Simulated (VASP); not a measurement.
Here is a VASP 6.6.1 calculation.

The input INCAR:

```
SYSTEM = TiTe
PREC = Accurate
ENCUT = 600
EDIFF = 1E-7
ISMEAR = 0
SIGMA = 0.05
LREAL = .False.
LASPH = .True.
NELM = 60
ALGO = Normal
ISIF = 3
LWAVE = .False.
LCHARG = .False.
METAGGA = R2SCAN
LMIXTAU = .True.
IVDW = 13
VDW_S6 = 1.0
VDW_S8 = 0.6018749
VDW_A1 = 0.51559235
VDW_A2 = 5.77342911
IBRION = 2
NSW = 60
EDIFFG = -0.005
```

KPOINTS

```
Automatic mesh
0
Gamma
  7 7 7
  0 0 0
```

The input POSCAR:

```
TiTe
1.0
    0.0000000000      3.3105989600      3.3105989600
    3.3105989600      0.0000000000      3.3105989600
    3.3105989600      3.3105989600      0.0000000000
Ti Te
1 1
Direct
    0.0000000000      0.0000000000      0.0000000000
    0.2500000000      0.2500000000      0.2500000000
```

Potentials or basis: VASP PAW PBE potentials, release 64 (Ti_sv, Te).

Run with:

```console
$ cat potpaw_PBE.64/Ti_sv/POTCAR potpaw_PBE.64/Te/POTCAR > POTCAR
$ mpirun -np 1 vasp_std > vasp.out
```

Problem. Estimate the space group after relaxing (to 0.05 Å).

Solution. F-43m (No. 216).

Problem. What does it give for the relaxed volume?

Solution. 29.83 Å³/atom.

Problem. Estimate the dispersion energy per atom.

Solution. -0.137 eV.

Problem. What does it give for the relaxed cell?

Solution. a = 4.386 Å, b = 4.386 Å, c = 4.386 Å, α = 60.00°, β = 60.00°, γ = 60.00°.

The path:
```tsv
step	energy change (eV)	largest force (eV/Å)	pressure (GPa)	volume (Å³)
1	0.0000	0.0000	-7.60	72.57
2	-0.3172	0.0000	4.38	55.95
3	-0.3651	0.0000	0.02	59.65
```

Caveat: the volume moved by over 15 % at a fixed basis, so the end points are rough; the PAW data sets were made with another functional, which shifts forces and pressure a little; pairwise dispersion overbinds metals, which lowers pressure and volume. The run has no spin-orbit coupling, so splittings on Te are missing.
